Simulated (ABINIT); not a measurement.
# ZnSe (Stilleite) (F-43m) in ABINIT: settings compared

One crystal, ZnSe (Stilleite), is run at these levels: PBE+D3(BJ), revPBE, LDA, OLYP; tasks: equation of state, band structure.

Everything below comes from runs of ABINIT 10.8.3 (patched build). Logs are shortened: lines on timing, memory, paths and dates and some standing lists are left out, and cuts for length are marked. The log counts tension as positive stress, the text compression.

**Measured values to compare with.**

“Alloy Disordering Effects on the Thermal Conductivity and Energy Gap Temperature Dependence of Cd1−xZnxSe Ternary Crystals Grown by the Bridgman Method”, 2023, pmc:10253836 reports, for a bulk crystal of ZnSe at 300 K: band gap 2.695 ± 0.003 eV (an exciton energy, a little under the gap).

How close the calculation comes is told below.

## Step 1: Starting point

It takes space group F-43m (No. 216, cubic). Conventional cell: a = 5.668 Å, b = 5.668 Å, c = 5.668 Å, α = 90.00°, β = 90.00°, γ = 90.00°. Around Se (site symmetry -43m) lie 4 Zn at 2.45 Å. Zn (site symmetry -43m) has 4 Se at 2.45 Å as nearest neighbours.

## Step 2: Equation of state, PBE+D3(BJ)

File run.abi:

```
# Datasets: one volume each
ndtset 7
getwfk -1
scalecart1 3*0.9795861087
scalecart2 3*0.9864848297
scalecart3 3*0.9932883884
scalecart4 3*1.0000000000
scalecart5 3*1.0066227096
scalecart6 3*1.0131594038
scalecart7 3*1.0196128224

# Pseudopotentials
pp_dirpath "./"
pseudos "Se.GGA_PBE-JTH.xml, Zn.GGA_PBE-JTH.xml"

# Structure
acell 7.5732633804 7.5732633804 7.5732633804
rprim
     0.0000000000     0.7071067812     0.7071067812
     0.7071067812     0.0000000000     0.7071067812
     0.7071067812     0.7071067812     0.0000000000
ntypat 2
znucl 34 30
natom 2
typat 1 2
xred
     0.7500000000     0.7500000000     0.7500000000
     0.0000000000     0.0000000000     0.0000000000

# Plane-wave basis
ecut 20.0
pawecutdg 40.0

# k points
kptopt 1
ngkpt 8 8 8
nshiftk 1
shiftk 0.0 0.0 0.0

# Exchange and correlation
ixc 11
vdw_xc 7

# Bands and occupations
nband 13
occopt 3
tsmear 0.05 eV

# SCF cycle
nstep 100
tolvrs 1.0e-9

# Output
iomode 3
prtwf 1
prtden 0
prteig 0
prtebands 0
```

Potentials or basis: JTH PAW PBE v2.0.

Launch:

```console
$ abinit run.abi > log 2>&1
```

run.abo:

```text
.Version 10.8.3 of ABINIT
 DATASET    1 : space group F-4 3 m (#216); Bravais cF (face-center cubic)
================================================================================
 Values of the parameters that define the memory need for DATASET  1.
     intxc =       0    ionmov =       0      iscf =      17    lmnmax =      18
     lnmax =       6     mgfft =      30  mpssoang =       3    mqgrid =    3001
     natom =       2  nloc_mem =       2    nspden =       1   nspinor =       1
    nsppol =       1      nsym =      24    n1xccc =       1    ntypat =       2
    occopt =       3   xclevel =       2
       mpw =        1249          nfft =       27000          nkpt =          29
 PAW method is used; the additional fine FFT grid is defined by:
   mgfftf=        45    nfftf =     91125
================================================================================
================================================================================
[... 71 lines left out ...]
 DATASET    7 : space group F-4 3 m (#216); Bravais cF (face-center cubic)
================================================================================
 Values of the parameters that define the memory need for DATASET  7.
     intxc =       0    ionmov =       0      iscf =      17    lmnmax =      18
     lnmax =       6     mgfft =      32  mpssoang =       3    mqgrid =    3001
     natom =       2  nloc_mem =       2    nspden =       1   nspinor =       1
    nsppol =       1      nsym =      24    n1xccc =       1    ntypat =       2
    occopt =       3   xclevel =       2
       mpw =        1405          nfft =       32768          nkpt =          29
 PAW method is used; the additional fine FFT grid is defined by:
   mgfftf=        45    nfftf =     91125
================================================================================
================================================================================

--------------------------------------------------------------------------------
------------- Echo of variables that govern the present computation ------------
--------------------------------------------------------------------------------
 -outvars: echo values of preprocessed input variables --------
            acell      7.5732633804E+00  7.5732633804E+00  7.5732633804E+00 Bohr
              amu      7.89600000E+01  6.53900000E+01
             ecut      2.00000000E+01 Hartree
           getwfk          -1
              ixc          11
           jdtset        1    2    3    4    5    6    7
         kptrlatt        8    0    0      0    8    0      0    0    8
          kptrlen1     5.93493088E+01
          kptrlen2     5.97672755E+01
          kptrlen3     6.01794766E+01
          kptrlen4     6.05861070E+01
          kptrlen5     6.09873512E+01
          kptrlen6     6.13833841E+01
          kptrlen7     6.17743716E+01
            natom           2
            nband          13
           ndtset           7
            ngfft1         30      30      30
            ngfft2         32      32      32
            ngfft3         32      32      32
            ngfft4         32      32      32
            ngfft5         32      32      32
            ngfft6         32      32      32
            ngfft7         32      32      32
          ngfftdg          45      45      45
             nkpt          29
            nstep         100
             nsym          24
           ntypat           2
           occopt           3
        pawecutdg      4.00000000E+01 Hartree
         pawxcdev           0
           prtden           0
        prtebands           0
           prteig           0
            rprim1     0.0000000000E+00  6.9267198023E-01  6.9267198023E-01
                       6.9267198023E-01  0.0000000000E+00  6.9267198023E-01
                       6.9267198023E-01  6.9267198023E-01  0.0000000000E+00
            rprim2     0.0000000000E+00  6.9755011263E-01  6.9755011263E-01
                       6.9755011263E-01  0.0000000000E+00  6.9755011263E-01
                       6.9755011263E-01  6.9755011263E-01  0.0000000000E+00
            rprim3     0.0000000000E+00  7.0236095512E-01  7.0236095512E-01
                       7.0236095512E-01  0.0000000000E+00  7.0236095512E-01
                       7.0236095512E-01  7.0236095512E-01  0.0000000000E+00
            rprim4     0.0000000000E+00  7.0710678120E-01  7.0710678120E-01
                       7.0710678120E-01  0.0000000000E+00  7.0710678120E-01
                       7.0710678120E-01  7.0710678120E-01  0.0000000000E+00
            rprim5     0.0000000000E+00  7.1178974407E-01  7.1178974407E-01
                       7.1178974407E-01  0.0000000000E+00  7.1178974407E-01
                       7.1178974407E-01  7.1178974407E-01  0.0000000000E+00
            rprim6     0.0000000000E+00  7.1641188486E-01  7.1641188486E-01
                       7.1641188486E-01  0.0000000000E+00  7.1641188486E-01
                       7.1641188486E-01  7.1641188486E-01  0.0000000000E+00
            rprim7     0.0000000000E+00  7.2097514092E-01  7.2097514092E-01
                       7.2097514092E-01  0.0000000000E+00  7.2097514092E-01
                       7.2097514092E-01  7.2097514092E-01  0.0000000000E+00
          spgroup         216
           tolvrs      1.00000000E-09
           tsmear      1.83746611E-03 Hartree
            typat      1  2
           useylm           1
           vdw_xc           7
           xangst1     4.1639266695E+00  4.1639266695E+00  4.1639266695E+00
                       0.0000000000E+00  0.0000000000E+00  0.0000000000E+00
           xangst2     4.1932510629E+00  4.1932510629E+00  4.1932510629E+00
                       0.0000000000E+00  0.0000000000E+00  0.0000000000E+00
           xangst3     4.2221709498E+00  4.2221709498E+00  4.2221709498E+00
                       0.0000000000E+00  0.0000000000E+00  0.0000000000E+00
           xangst4     4.2506999972E+00  4.2506999972E+00  4.2506999972E+00
                       0.0000000000E+00  0.0000000000E+00  0.0000000000E+00
           xangst5     4.2788511489E+00  4.2788511489E+00  4.2788511489E+00
                       0.0000000000E+00  0.0000000000E+00  0.0000000000E+00
           xangst6     4.3066366749E+00  4.3066366749E+00  4.3066366749E+00
                       0.0000000000E+00  0.0000000000E+00  0.0000000000E+00
           xangst7     4.3340682213E+00  4.3340682213E+00  4.3340682213E+00
                       0.0000000000E+00  0.0000000000E+00  0.0000000000E+00
            xcart1     7.8686810138E+00  7.8686810138E+00  7.8686810138E+00
                       0.0000000000E+00  0.0000000000E+00  0.0000000000E+00
            xcart2     7.9240960860E+00  7.9240960860E+00  7.9240960860E+00
                       0.0000000000E+00  0.0000000000E+00  0.0000000000E+00
            xcart3     7.9787467519E+00  7.9787467519E+00  7.9787467519E+00
                       0.0000000000E+00  0.0000000000E+00  0.0000000000E+00
            xcart4     8.0326588381E+00  8.0326588381E+00  8.0326588381E+00
                       0.0000000000E+00  0.0000000000E+00  0.0000000000E+00
            xcart5     8.0858568049E+00  8.0858568049E+00  8.0858568049E+00
                       0.0000000000E+00  0.0000000000E+00  0.0000000000E+00
            xcart6     8.1383638394E+00  8.1383638394E+00  8.1383638394E+00
                       0.0000000000E+00  0.0000000000E+00  0.0000000000E+00
            xcart7     8.1902019493E+00  8.1902019493E+00  8.1902019493E+00
                       0.0000000000E+00  0.0000000000E+00  0.0000000000E+00
             xred      7.5000000000E-01  7.5000000000E-01  7.5000000000E-01
                       0.0000000000E+00  0.0000000000E+00  0.0000000000E+00
            znucl       34.00000   30.00000

================================================================================

 chkinp: Checking input parameters for consistency, jdtset=   1.

 chkinp: Checking input parameters for consistency, jdtset=   2.
[... 40 lines left out ...]
 getcut: wavevector=  0.0000  0.0000  0.0000  ngfft=  45  45  45
         ecut(hartree)=     40.000   => boxcut(ratio)=   2.08320

--- Pseudopotential description ------------------------------------------------
- pspini: atom type   1  psp file is ./Se.GGA_PBE-JTH.xml
 Pseudopotential format is: paw10
 basis_size (lnmax)=  4 (lmn_size=  8), orbitals=   0   0   1   1
 Spheres core radius: rc_sph= 2.21132333
 Shapefunction is BESSEL type: shapef(r,l)=aa(1,l)*jl(q(1,l)*r)+aa(2,l)*jl(q(2,l)*r)
 Radius for shape functions =  2.00656599
 Compensation charge density is not taken into account in XC energy/potential

- pspini: atom type   2  psp file is ./Zn.GGA_PBE-JTH.xml
 Pseudopotential format is: paw10
 basis_size (lnmax)=  6 (lmn_size= 18), orbitals=   0   0   1   1   2   2
 Spheres core radius: rc_sph= 2.30769763
 Shapefunction is SIN type: shapef(r)=[sin(pi*r/rshp)/(pi*r/rshp)]**2
 Radius for shape functions =  1.80965103
 Compensation charge density is not taken into account in XC energy/potential

   7.09926356E+02                                ecore*ucvol(ha*bohr**3)
--------------------------------------------------------------------------------

================================================================================

--- !BeginCycle
iteration_state: {dtset: 1, }
solver: {iscf: 17, nstep: 100, nline: 4, wfoptalg: 10, }
tolerances: {tolvrs: 1.00E-09, }
...
[... 1338 lines left out ...]
-Cartesian components of stress tensor (GPa)         [Pressure= -3.9049E+00 GPa]
- sigma(1 1)=  3.90488085E+00  sigma(3 2)=  0.00000000E+00
- sigma(2 2)=  3.90488085E+00  sigma(3 1)=  0.00000000E+00
- sigma(3 3)=  3.90488085E+00  sigma(2 1)=  0.00000000E+00

== END DATASET(S) ==============================================================
================================================================================

 -outvars: echo values of variables after computation  --------
            acell      7.5732633804E+00  7.5732633804E+00  7.5732633804E+00 Bohr
           etotal1    -7.3964115877E+01
           etotal2    -7.3964779160E+01
           etotal3    -7.3965123293E+01
           etotal4    -7.3965177322E+01
           etotal5    -7.3964977557E+01
           etotal6    -7.3964536783E+01
           etotal7    -7.3963888596E+01
            fcart1    -0.0000000000E+00 -0.0000000000E+00 -0.0000000000E+00
                      -0.0000000000E+00 -0.0000000000E+00 -0.0000000000E+00
            fcart2    -4.7785038243E-30  1.5928346081E-30  1.5928346081E-30
                       4.7785038243E-30 -1.5928346081E-30 -1.5928346081E-30
            fcart3     3.1638488790E-30  3.9548110988E-31 -3.1638488790E-30
                      -3.1638488790E-30 -3.9548110988E-31  3.1638488790E-30
            fcart4     7.8565358855E-30 -1.5713071771E-30 -4.7139215313E-30
                      -7.8565358855E-30  1.5713071771E-30  4.7139215313E-30
            fcart5    -5.8536349895E-30 -1.1707269979E-30  1.1317027646E-29
                       5.8536349895E-30  1.1707269979E-30 -1.1317027646E-29
[... 38 lines left out ...]
                       0.0000000000E+00  0.0000000000E+00  0.0000000000E+00
           xangst1     4.1639266695E+00  4.1639266695E+00  4.1639266695E+00
                       0.0000000000E+00  0.0000000000E+00  0.0000000000E+00
           xangst2     4.1932510629E+00  4.1932510629E+00  4.1932510629E+00
                       0.0000000000E+00  0.0000000000E+00  0.0000000000E+00
           xangst3     4.2221709498E+00  4.2221709498E+00  4.2221709498E+00
                       0.0000000000E+00  0.0000000000E+00  0.0000000000E+00
           xangst4     4.2506999972E+00  4.2506999972E+00  4.2506999972E+00
                       0.0000000000E+00  0.0000000000E+00  0.0000000000E+00
           xangst5     4.2788511489E+00  4.2788511489E+00  4.2788511489E+00
                       0.0000000000E+00  0.0000000000E+00  0.0000000000E+00
           xangst6     4.3066366749E+00  4.3066366749E+00  4.3066366749E+00
                       0.0000000000E+00  0.0000000000E+00  0.0000000000E+00
           xangst7     4.3340682213E+00  4.3340682213E+00  4.3340682213E+00
                       0.0000000000E+00  0.0000000000E+00  0.0000000000E+00
             xred      7.5000000000E-01  7.5000000000E-01  7.5000000000E-01
                       0.0000000000E+00  0.0000000000E+00  0.0000000000E+00
 Calculation completed.
```

Wall time 2.8 min (1 thread of Arm Neoverse V2, shared host); peak memory 0.15 GiB.

Results:

```yaml
Equilibrium_volume: 22.62 Å³/atom
Bulk_modulus: 64 GPa
Pressure_derivative_of_the_bulk_modulus: 4.1
```

Energy against volume, from the lowest point:
| volume (Å³/atom) | energy (meV/atom) |
| --- | --- |
| 21.391 | 14.44 |
| 21.846 | 5.42 |
| 22.301 | 0.74 |
| 22.757 | 0.00 |
| 23.212 | 2.72 |
| 23.667 | 8.71 |
| 24.122 | 17.53 |

Caveat: the cutoff is too short for stress, so the log's stress isn't used; pressures at fixed basis lie under the slope of the energies.

## Step 3: Equation of state, revPBE

run.abi, as its differences from that of step 2:

```diff
@@ -40,4 +40,3 @@
 # Exchange and correlation
-ixc 11
-vdw_xc 7
+ixc 14
 
@@ -58 +57,2 @@
 prtebands 0
+enunit 2
```

Potentials or basis: JTH PAW PBE v2.0.

Launch:

```console
$ abinit run.abi > log 2>&1
```

It took 2.9 min on 1 thread of Arm Neoverse V2, shared host; peak memory 0.15 GiB.

Results (log left out):

```yaml
Equilibrium_volume: "24.20 Å³/atom (rough: see the caveat)"
Bulk_modulus: 54 GPa (rough)
```

Energy against volume, from the lowest point:
```csv
volume (Å³/atom),energy (meV/atom)
21.391,67.68
21.846,45.85
22.301,28.79
22.757,16.09
23.212,7.23
23.667,2.03
24.122,0.00
```

Caveat: the cutoff is too short for stress, so the log's stress isn't used; pressures at fixed basis lie under the slope of the energies; the minimum lies outside the volumes run; the PAW data sets were made with another functional, which shifts forces and pressure a little.

(Continued in part 2 of 2.)
